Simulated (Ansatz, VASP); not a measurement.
# Two plane-wave programs on CO2

File INCAR:

```
PREC     = Accurate       # precision mode
ENCUT    = 520            # plane-wave cutoff, eV
EDIFF    = 1E-8           # SCF threshold, eV
ISMEAR   = -1             # smearing method
SIGMA    = 0.02           # smearing width, eV
LREAL    = False          # projectors in reciprocal space
LASPH    = True           # aspherical terms in the spheres
NELM     = 100            # most SCF steps
ALGO     = Normal         # electronic algorithm
ISIF     = 2              # what is computed and relaxed
LWAVE    = False          # write WAVECAR
LCHARG   = False          # write CHGCAR
GGA      = PE             # functional
LEFG     = True         
NBANDS   = 44             # bands
```

The input KPOINTS:

```
regular mesh
0
Gamma
  4 4 4
```

The input POSCAR:

```
CO2
1.0
    5.6200000000      0.0281000000      0.0281000000
    0.0281000000      5.6200000000      0.0281000000
    0.0281000000      0.0281000000      5.6200000000
C O
4 8
Direct
    0.0000000000      0.0000000000      0.0000000000
    0.5000000000      0.0000000000      0.5000000000
    0.5000000000      0.5000000000      0.0000000000
    0.0000000000      0.5000000000      0.5000000000
    0.1200165074      0.1200165074      0.1200165074
    0.3799834926      0.8799834926      0.6200165074
    0.6200165074      0.3799834926      0.8799834926
    0.8799834926      0.6200165074      0.3799834926
    0.8799834926      0.8799834926      0.8799834926
    0.6200165074      0.1200165074      0.3799834926
    0.3799834926      0.6200165074      0.1200165074
    0.1200165074      0.3799834926      0.6200165074
```

Input for Ansatz:

```yaml
crystal:
  lattice:
    - [5.62, 0.0281, 0.0281]
    - [0.0281, 5.62, 0.0281]
    - [0.0281, 0.0281, 5.62]
  atoms:
    - { symbol: C, position: [0.0, 0.0, 0.0] }
    - { symbol: C, position: [0.5, 0.0, 0.5] }
    - { symbol: C, position: [0.5, 0.5, 0.0] }
    - { symbol: C, position: [0.0, 0.5, 0.5] }
    - { symbol: O, position: [0.1200165074, 0.1200165074, 0.1200165074] }
    - { symbol: O, position: [0.3799834926, 0.8799834926, 0.6200165074] }
    - { symbol: O, position: [0.6200165074, 0.3799834926, 0.8799834926] }
    - { symbol: O, position: [0.8799834926, 0.6200165074, 0.3799834926] }
    - { symbol: O, position: [0.8799834926, 0.8799834926, 0.8799834926] }
    - { symbol: O, position: [0.6200165074, 0.1200165074, 0.3799834926] }
    - { symbol: O, position: [0.3799834926, 0.6200165074, 0.1200165074] }
    - { symbol: O, position: [0.1200165074, 0.3799834926, 0.6200165074] }
kpoints:
  mp_grid: { grid: [4, 4, 4] }
scf:
  occupations: { method: fermi_dirac, width: 0.02 }
hamiltonian:
  xc: pbe
  pseudopotentials: { kind: paw }
output:
  forces: true
  stress: true
  populations: true
  efg: { quadrupole_moments_barn: { O: -0.02558 }, contact_densities: true }
```

Change from the starting cell: equal xy, yz and zx shear strains of +1 %.

Alike in both runs: task electric field gradients; functional PBE; k mesh 4 × 4 × 4; occupations fermi-dirac, width 0.02 eV; no spin polarisation.

```csv
,VASP,Ansatz
version,VASP 6.6.1,Ansatz 0.2.0
potentials or method,"VASP PAW PBE potentials, release 64 (C, O)","plane-wave PAW, scalar-relativistic"
plane-wave cutoff (eV),520,420
valence electrons in the cell,64,64
```

```csv
,VASP,Ansatz,Ansatz less VASP
gap on the k mesh at the Fermi level (eV),6.77,6.79,+0.020
pressure (GPa),2.9,1.4,-1.49
largest component of the traceless stress (GPa),1.19,1.15,-0.039
rms of the force components (eV/Å),0.458,0.319,-0.1396
Vzz of the field gradient on the site that differs most (V/Å²),-50.2,-29.4,+20.81
```

Atom by atom the forces differ by 0.300 eV/Å (rms over components). With one functional, cell and mesh, what is left measures potentials, basis and numerics.

Caveats: the standard files for N, O and F lose accuracy on very short bonds; forces of over 1 eV/Å show positions far from the minimum, so gaps and moduli don't describe the material at rest. A k mesh can miss the band edges.
